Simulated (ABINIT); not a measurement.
# HgSe (F-43m) in ABINIT: convergence with pawecutdg

Aim: find how far pawecutdg must go before the results for HgSe settle, at PBE. This setting moves, with any that are tied to it; all else stays.

Program: ABINIT 10.8.3 (patched build). These are calculated values, not measurements. Logs are shortened: lines on timing, memory, paths and dates and some standing lists are left out, and cuts for length are marked. The log counts tension as positive stress, the text compression.

## Step 1: Starting point

It takes space group F-43m (No. 216, cubic). The conventional cell has a = 6.078 Å, b = 6.078 Å, c = 6.078 Å, α = 90.00°, β = 90.00°, γ = 90.00°. Hg (site symmetry -43m) has 4 Se at 2.63 Å as nearest neighbours. Se (site symmetry -43m) has 4 Hg at 2.63 Å as nearest neighbours.

## Step 2: With pawecutdg 19 Ha

The input, run.abi:

```
# Pseudopotentials
pp_dirpath "./"
pseudos "Hg.GGA_PBE-JTH.xml, Se.GGA_PBE-JTH.xml"

# Structure
acell 3*1.0
rprim
     0.0000000000     5.7428776927     5.7428776927
     5.7428776927     0.0000000000     5.7428776927
     5.7428776927     5.7428776927     0.0000000000
ntypat 2
znucl 80 34
natom 2
typat 1 2
xred
     0.0000000000     0.0000000000     0.0000000000
     0.7500000000     0.7500000000     0.7500000000

# Plane-wave basis
ecut 19.0
pawecutdg 19.0
pawxcdev 0

# k points
kptopt 1
ngkpt 8 8 8
nshiftk 1
shiftk 0.0 0.0 0.0

# Exchange and correlation
ixc 11

# Bands and occupations
nband 13
occopt 3
tsmear 0.00183747

# SCF cycle
nstep 100
tolvrs 1.0e-9

# Output
iomode 3
prtwf 0
prtden 0
prteig 0
prtebands 0
enunit 2
```

Potentials or basis: JTH PAW PBE v2.0.

Started as:

```bash
$ abinit run.abi > log 2>&1
```

It took 62 s on 1 thread of Arm Neoverse V1, shared host; peak memory 0.11 GiB.

It converged, with:

```yaml
Free_energy: -1409.8521 eV
Pressure: 5.0 GPa
Band_gap_on_the_k_mesh: none (metal or under the smearing width)
Valence_electrons_inside_the_program's_atomic_spheres: Hg 9.98; Se 3.94
```

## Step 3: With pawecutdg 22.8

run.abi, as its differences from that of step 2:

```diff
@@ -20,3 +20,3 @@
 ecut 19.0
-pawecutdg 19.0
+pawecutdg 22.8
 pawxcdev 0
```

Potentials or basis: JTH PAW PBE v2.0.

Started as:

```bash
$ abinit run.abi > log 2>&1
```

Run time: 39 s. Hardware: 1 thread of Arm Neoverse V1, shared host; peak memory 0.11 GiB.

Results (log left out):

* Free energy: -1409.8576 eV
* Pressure: 4.8 GPa
* Band gap on the k mesh: none (metal or under the smearing width)
* Valence electrons inside the program's atomic spheres: Hg 9.96; Se 3.89

## Step 4: With pawecutdg 28.5

run.abi, as its differences from that of step 3:

```diff
@@ -20,3 +20,3 @@
 ecut 19.0
-pawecutdg 22.8
+pawecutdg 28.5
 pawxcdev 0
```

Started as:

```bash
$ abinit run.abi > log 2>&1
```

It took 49 s on 1 thread of Arm Neoverse V1, shared host; peak memory 0.11 GiB.

It converged, with:

```
Free energy                                           : -1409.8509 eV
Pressure                                              : 4.9 GPa
Band gap on the k mesh                                : none (metal or under the smearing width)
Valence electrons inside the program's atomic spheres : Hg 9.99; Se 3.95
```

## Step 5: With pawecutdg 34.2

run.abi, as its differences from that of step 4:

```diff
@@ -20,3 +20,3 @@
 ecut 19.0
-pawecutdg 28.5
+pawecutdg 34.2
 pawxcdev 0
```

Started as:

```bash
$ abinit run.abi > log 2>&1
```

Wall time 67 s (1 thread of Arm Neoverse V1, shared host); peak memory 0.12 GiB.

The run converged. Its results:

```yaml
Free_energy: -1409.8535 eV
Pressure: 4.9 GPa
Band_gap_on_the_k_mesh: none (metal or under the smearing width)
Valence_electrons_inside_the_program's_atomic_spheres: Hg 9.96; Se 3.93
```

## Step 6: With pawecutdg 41.8

run.abi, as its differences from that of step 5:

```diff
@@ -20,3 +20,3 @@
 ecut 19.0
-pawecutdg 34.2
+pawecutdg 41.8
 pawxcdev 0
```

Potentials or basis: JTH PAW PBE v2.0.

Started as:

```bash
$ abinit run.abi > log 2>&1
```

Run time: 54 s. Hardware: 1 thread of Arm Neoverse V1, shared host; peak memory 0.12 GiB.

Results (log left out):

| Item | Value |
| --- | --- |
| Free energy | -1409.8518 eV |
| Pressure | 4.8 GPa |
| Band gap on the k mesh | none (metal or under the smearing width) |
| Valence electrons inside the program's atomic spheres | Hg 9.98; Se 3.91 |

## Step 7: With pawecutdg 51.3

run.abi, as its differences from that of step 6:

```diff
@@ -20,3 +20,3 @@
 ecut 19.0
-pawecutdg 41.8
+pawecutdg 51.3
 pawxcdev 0
```

Started as:

```bash
$ abinit run.abi > log 2>&1
```

Run time: 55 s. Hardware: 1 thread of Arm Neoverse V1, shared host; peak memory 0.14 GiB.

Results (log left out):

| Property | Result |
| --- | --- |
| Free energy | -1409.8511 eV |
| Pressure | 4.8 GPa |
| Band gap on the k mesh | none (metal or under the smearing width) |
| Valence electrons inside the program's atomic spheres | Hg 9.97; Se 3.93 |

## Step 8: With pawecutdg 62.7

run.abi, as its differences from that of step 7:

```diff
@@ -20,3 +20,3 @@
 ecut 19.0
-pawecutdg 51.3
+pawecutdg 62.7
 pawxcdev 0
```

Potentials or basis: JTH PAW PBE v2.0.

Started as:

```bash
$ abinit run.abi > log 2>&1
```

run.abo:

```text
.Version 10.8.3 of ABINIT
 Symmetries : space group F-4 3 m (#216); Bravais cF (face-center cubic)
================================================================================
 Values of the parameters that define the memory need of the present run
     intxc =       0    ionmov =       0      iscf =      17    lmnmax =      18
     lnmax =       6     mgfft =      32  mpssoang =       3    mqgrid =    3001
     natom =       2  nloc_mem =       2    nspden =       1   nspinor =       1
    nsppol =       1      nsym =      24    n1xccc =       1    ntypat =       2
    occopt =       3   xclevel =       2
       mpw =        1514          nfft =       32768          nkpt =          29
 PAW method is used; the additional fine FFT grid is defined by:
   mgfftf=        60    nfftf =    216000
================================================================================
================================================================================

--------------------------------------------------------------------------------
------------- Echo of variables that govern the present computation ------------
--------------------------------------------------------------------------------
 -outvars: echo values of preprocessed input variables --------
            acell      1.0000000000E+00  1.0000000000E+00  1.0000000000E+00 Bohr
              amu      2.00590000E+02  7.89600000E+01
             ecut      1.90000000E+01 Hartree
           enunit           2
              ixc          11
         kptrlatt        8    0    0      0    8    0      0    0    8
          kptrlen      6.49732442E+01
            natom           2
            nband          13
            ngfft          32      32      32
          ngfftdg          60      60      60
             nkpt          29
            nstep         100
             nsym          24
           ntypat           2
           occopt           3
        pawecutdg      6.27000000E+01 Hartree
         pawxcdev           0
           prtden           0
        prtebands           0
           prteig           0
            prtwf           0
            rprim      0.0000000000E+00  5.7428776927E+00  5.7428776927E+00
                       5.7428776927E+00  0.0000000000E+00  5.7428776927E+00
                       5.7428776927E+00  5.7428776927E+00  0.0000000000E+00
          spgroup         216
           tolvrs      1.00000000E-09
           tsmear      1.83747000E-03 Hartree
            typat      1  2
           useylm           1
           xangst      0.0000000000E+00  0.0000000000E+00  0.0000000000E+00
                       4.5584999969E+00  4.5584999969E+00  4.5584999969E+00
            xcart      0.0000000000E+00  0.0000000000E+00  0.0000000000E+00
                       8.6143165390E+00  8.6143165390E+00  8.6143165390E+00
             xred      0.0000000000E+00  0.0000000000E+00  0.0000000000E+00
                       7.5000000000E-01  7.5000000000E-01  7.5000000000E-01
            znucl       80.00000   34.00000

================================================================================

 chkinp: Checking input parameters for consistency.

[... 154 lines left out ...]
    1      0.00000000000000     0.00000000000000     0.00000000000000
    2      4.55849999687752     4.55849999687752     4.55849999687752

 cartesian forces (hartree/bohr) at end:
    1     -0.00000000000000    -0.00000000000000    -0.00000000000000
    2     -0.00000000000000    -0.00000000000000    -0.00000000000000
 frms,max,avg= 0.0000000E+00 0.0000000E+00   0.000E+00  0.000E+00  0.000E+00 h/b

 cartesian forces (eV/Angstrom) at end:
    1     -0.00000000000000    -0.00000000000000    -0.00000000000000
    2     -0.00000000000000    -0.00000000000000    -0.00000000000000
 frms,max,avg= 0.0000000E+00 0.0000000E+00   0.000E+00  0.000E+00  0.000E+00 e/A
 length scales=  1.000000000000  1.000000000000  1.000000000000 bohr
              =  0.529177210544  0.529177210544  0.529177210544 angstroms
 Fermi (or HOMO) energy (hartree) =   0.05166   Average Vxc (hartree)=  -0.32928
 Eigenvalues (hartree) for nkpt=  29  k points:
 kpt#   1, nband= 13, wtk=  0.00195, kpt=  0.0000  0.0000  0.0000 (reduced coord)
  -0.44575   -0.21417   -0.21417   -0.21417   -0.18679   -0.18679    0.01541    0.04964
   0.04964    0.04964    0.25168    0.25168    0.25168
      occupation numbers for kpt#   1
   2.00000    2.00000    2.00000    2.00000    2.00000    2.00000    2.00000    1.49995
   1.49995    1.49995    0.00000    0.00000    0.00000
 prteigrs : prtvol=0 or 1, do not print more k-points.

 Fermi (or HOMO) energy (eV) =   1.40569   Average Vxc (eV)=  -8.96026
 Eigenvalues (   eV  ) for nkpt=  29  k points:
 kpt#   1, nband= 13, wtk=  0.00195, kpt=  0.0000  0.0000  0.0000 (reduced coord)
 -12.12952   -5.82780   -5.82780   -5.82780   -5.08289   -5.08289    0.41931    1.35077
   1.35077    1.35077    6.84848    6.84848    6.84848
 prteigrs : prtvol=0 or 1, do not print more k-points.

--- !EnergyTerms
iteration_state     : {dtset: 1, }
comment             : Components of total free energy in Hartree
kinetic             :  1.39671994545262E+01
hartree             :  1.20776265583232E+01
xc                  : -9.55409502202160E+00
Ewald energy        : -4.09530728044388E+01
psp_core            :  3.51474054217775E+00
local_psp           : -3.42785346134777E+01
PAW spherical_terms :  3.41510824015927E+00
internal            : -5.18110276447516E+01
'-kT*entropy'       : -2.20621111829323E-05
total_energy        : -5.18110497068628E+01
total_energy_eV     : -1.40985048538316E+03
...

--- !EnergyTermsDC
iteration_state     : {dtset: 1, }
comment             : '"Double-counting" decomposition of free energy'
band_energy         : -3.08243248935597E+00
Ewald energy        : -4.09530728044388E+01
psp_core            :  3.51474054217775E+00
xc_dc               : -1.41118068465841E+01
PAW spherical_terms :  2.82152179208954E+00
internal            : -5.18110498061116E+01
'-kT*entropy'       : -2.20621111829323E-05
total_energy_dc     : -5.18110718682228E+01
total_energy_dc_eV  : -1.40985108842449E+03
...

--- !EnergyTermsWithPAWCore
iteration_state     : {dtset: 1, }
comment             : 'Components of total free energy, including PAW core contributions'
Total energy        : -2.20528227893692E+04
Total energy DC     : -2.20528228115306E+04
Total energy (eV)   : -6.00087878735699E+05
Total energy DC (eV): -6.00087879338740E+05
...

 Cartesian components of stress tensor (hartree/bohr^3)
  sigma(1 1)= -1.65046300E-04  sigma(3 2)=  0.00000000E+00
  sigma(2 2)= -1.65046300E-04  sigma(3 1)=  0.00000000E+00
  sigma(3 3)= -1.65046300E-04  sigma(2 1)=  0.00000000E+00

-Cartesian components of stress tensor (GPa)         [Pressure=  4.8558E+00 GPa]
- sigma(1 1)= -4.85582978E+00  sigma(3 2)=  0.00000000E+00
- sigma(2 2)= -4.85582978E+00  sigma(3 1)=  0.00000000E+00
- sigma(3 3)= -4.85582978E+00  sigma(2 1)=  0.00000000E+00

== END DATASET(S) ==============================================================
================================================================================

 -outvars: echo values of variables after computation  --------
            acell      1.0000000000E+00  1.0000000000E+00  1.0000000000E+00 Bohr
           etotal     -5.1811071868E+01
            fcart     -0.0000000000E+00 -0.0000000000E+00 -0.0000000000E+00
                      -0.0000000000E+00 -0.0000000000E+00 -0.0000000000E+00
            rprim      0.0000000000E+00  5.7428776927E+00  5.7428776927E+00
                       5.7428776927E+00  0.0000000000E+00  5.7428776927E+00
                       5.7428776927E+00  5.7428776927E+00  0.0000000000E+00
           strten     -1.6504629959E-04 -1.6504629959E-04 -1.6504629959E-04
                       0.0000000000E+00  0.0000000000E+00  0.0000000000E+00
           xangst      0.0000000000E+00  0.0000000000E+00  0.0000000000E+00
                       4.5584999969E+00  4.5584999969E+00  4.5584999969E+00
             xred      0.0000000000E+00  0.0000000000E+00  0.0000000000E+00
                       7.5000000000E-01  7.5000000000E-01  7.5000000000E-01
 Calculation completed.
```

Wall time 55 s (1 thread of Arm Neoverse V1, shared host); peak memory 0.16 GiB.

Results:

```
Free energy                                           : -1409.8511 eV
Pressure                                              : 4.9 GPa
Band gap on the k mesh                                : none (metal or under the smearing width)
Valence electrons inside the program's atomic spheres : Hg 9.98; Se 3.92
```

## Step 9: Result

```
pawecutdg  energy less the tightest run, at zero smearing (meV/atom)  pressure (GPa)  SCF cycles  CPU time (s)  peak memory (GiB)
    19 Ha                                                      -0.50            4.99          44            62               0.11
     22.8                                                      -3.27            4.81          27            39               0.11
     28.5                                                       0.11            4.85          34            49               0.11
     34.2                                                      -1.21            4.90          47            67               0.12
     41.8                                                      -0.35            4.83          38            54               0.12
     51.3                                                       0.02            4.84          38            55               0.14
     62.7                                                       0.00            4.86          38            55               0.16
```

Against the tightest run, the energy stays within 1 meV/atom from 41.8 on; the pressure stays within 0.1 GPa from 22.8 on. The tightest run that finished is the yardstick and may itself not be fully converged.
